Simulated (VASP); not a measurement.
Sc, 1 atom in the cell. Symmetry: Fm-3m, No. 225, cubic system. Conventional cell: a = 4.520 Å, b = 4.520 Å, c = 4.520 Å, α = 90.00°, β = 90.00°, γ = 90.00°. Sc (site symmetry m-3m) is surrounded by 12 Sc at 3.20 Å. This isn't the form of Sc at room conditions, which is hcp.

```yaml
Program: VASP 6.6.1
Task: single point
Functional: PBEsol
Potentials_or_basis: VASP PAW PBE potentials, release 64 (Sc_sv)
Cutoff: 520 eV
k_mesh: 14 × 14 × 14
Occupations: fermi-dirac, width 0.05 eV
Spin: no spin polarisation
Dipole_correction: no
Further_INCAR_settings: ALGO = Fast; EDIFF = 1e-06; NBANDS = 12
```

Potentials or basis: VASP PAW PBE potentials, release 64 (Sc_sv).

Run with:

```console
$ cat potpaw_PBE.64/Sc_sv/POTCAR > POTCAR
$ mpirun -np 1 vasp_std > vasp.out
```

Hardware: 1 thread of Intel(R) Xeon(R) Platinum 8488C (Sapphire Rapids) (shared host).

Problem. How long does it take, and how much memory?

Solution. Run time: 13 s on 1 thread of Intel(R) Xeon(R) Platinum 8488C (Sapphire Rapids), with other jobs on the host, peak memory 0.15 GiB. Counts: scf iterations 14, k points 104.
